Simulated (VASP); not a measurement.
Write the native input for VASP 6.6.1 that does the following.

| Quantity | Value |
| --- | --- |
| Task | band structure |
| Functional | TB-mBJ |
| Potentials or basis | VASP PAW PBE potentials, release 64 (Cd, S) |
| Cutoff | 520 eV |
| k mesh | 5 × 5 × 3 |
| Occupations | fermi-dirac, width 0.05 eV |
| Spin | spin-orbit coupling, no magnetisation |
| Further INCAR settings | ALGO = Normal; EDIFF = 1e-06; NBANDS = 50 |

Crystal: CdS (Greenockite).

```xyz
4
Lattice="4.1500 0.0000 0.0000 -2.0750 3.5940 0.0000 0.0000 0.0000 6.7370" Properties=species:S:1:pos:R:3 pbc="T T T"
Cd    2.0750    1.1980    3.3685
Cd    0.0000    2.3960    0.0000
S     2.0750    1.1980    5.8949
S     0.0000    2.3960    2.5264
```

One way to write it, as run:

POSCAR

```
CdS
1.0
    4.1500000000      0.0000000000      0.0000000000
   -2.0750000000      3.5940054257      0.0000000000
    0.0000000000      0.0000000000      6.7370000000
Cd S
2 2
Direct
    0.6666666667      0.3333333333      0.5000000000
    0.3333333333      0.6666666667      0.0000000000
    0.6666666667      0.3333333333      0.8750000000
    0.3333333333      0.6666666667      0.3750000000
```

INCAR.step1

```
  ALGO = Normal
  EDIFF = 1E-5
  ENCUT = 520
  GGA = PE
  GGA_COMPAT = False
  ISIF = 2
  ISMEAR = -1
  LASPH = True
  LCHARG = False
  LNONCOLLINEAR = True
  LORBIT = 11
  LREAL = False
  LSORBIT = True
  LWAVE = True
  MAGMOM = 0 0 0 0 0 0 0 0 0 0 0 0
  NBANDS = 50
  NELM = 60
  PREC = Accurate
  SIGMA = 0.05
```

INCAR.step2

```
  ALGO = Normal
  EDIFF = 1E-6
  ENCUT = 520
  GGA_COMPAT = False
  ISIF = 2
  ISMEAR = -1
  ISTART = 1
  LASPH = True
  LCHARG = False
  LNONCOLLINEAR = True
  LORBIT = 11
  LREAL = False
  LSORBIT = True
  LWAVE = False
  MAGMOM = 0 0 0 0 0 0 0 0 0 0 0 0
  METAGGA = MBJ
  NBANDS = 50
  NELM = 60
  PREC = Accurate
  SIGMA = 0.05
```

KPOINTS

```
k-points
0
Gamma
  5 5 3
```

KPOINTS_OPT

```
path GMKGALHA,LM,KH
15
line-mode
reciprocal
 0.0000000000  0.0000000000  0.0000000000  G
 0.5000000000  0.0000000000  0.0000000000  M

 0.5000000000  0.0000000000  0.0000000000  M
 0.3333333333  0.3333333333  0.0000000000  K

 0.3333333333  0.3333333333  0.0000000000  K
 0.0000000000  0.0000000000  0.0000000000  G

 0.0000000000  0.0000000000  0.0000000000  G
 0.0000000000  0.0000000000  0.5000000000  A

 0.0000000000  0.0000000000  0.5000000000  A
 0.5000000000  0.0000000000  0.5000000000  L

 0.5000000000  0.0000000000  0.5000000000  L
 0.3333333333  0.3333333333  0.5000000000  H

 0.3333333333  0.3333333333  0.5000000000  H
 0.0000000000  0.0000000000  0.5000000000  A

 0.5000000000  0.0000000000  0.5000000000  L
 0.5000000000  0.0000000000  0.0000000000  M

 0.3333333333  0.3333333333  0.0000000000  K
 0.3333333333  0.3333333333  0.5000000000  H
```

Potentials or basis: VASP PAW PBE potentials, release 64 (Cd, S).

Launch:

```console
$ cat potpaw_PBE.64/Cd/POTCAR potpaw_PBE.64/S/POTCAR > POTCAR
$ cp INCAR.step1 INCAR
$ mpirun -np 1 vasp_ncl > vasp.out
$ cp INCAR.step2 INCAR
$ mpirun -np 1 vasp_ncl > vasp.out
```

Results of the run:

| Property | Result |
| --- | --- |
| Valence electrons inside the program's atomic spheres | Cd 10.18; S 4.02 |

It took 27 min on 1 thread of Intel(R) Xeon(R) Platinum 8259CL CPU @ 2.50GHz (Skylake/Cascade Lake), on a shared host, peak memory 0.54 GiB.
